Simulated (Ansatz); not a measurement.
# AlGa3N4: how the free axis answers a strain

AlGa3N4, P-43m, a = 4.465 Å. The structure is a Materials Project entry; whether it is the stable form wasn't checked. Ansatz: r2SCAN, PAW, 500 eV, Γ-centred 6×6×6 mesh on 8 atoms, Gaussian smearing 0.02 eV; no spin polarisation. Series: uniaxial strain along a, with b, c and atoms relaxed; x is the strain in per cent. y is the change of c in per cent of 4.465 Å.

```tsv
x (%)	y (%)
-3.0	1.09
-1.5	0.54
0.0	0.00
1.5	?
3.0	-1.00
```

Fit y = c1 x + c2 x² to the other rows, say what c1 measures, and predict the missing y.

Least squares on the rows shown. y = −0.3488 x + 0.005075 x². So −c1 = 0.349 is Poisson's ratio for this pair of axes. At x = 1.5 the fit asked for gives -0.51 %. The run gave -0.51 %, the same to the digits shown.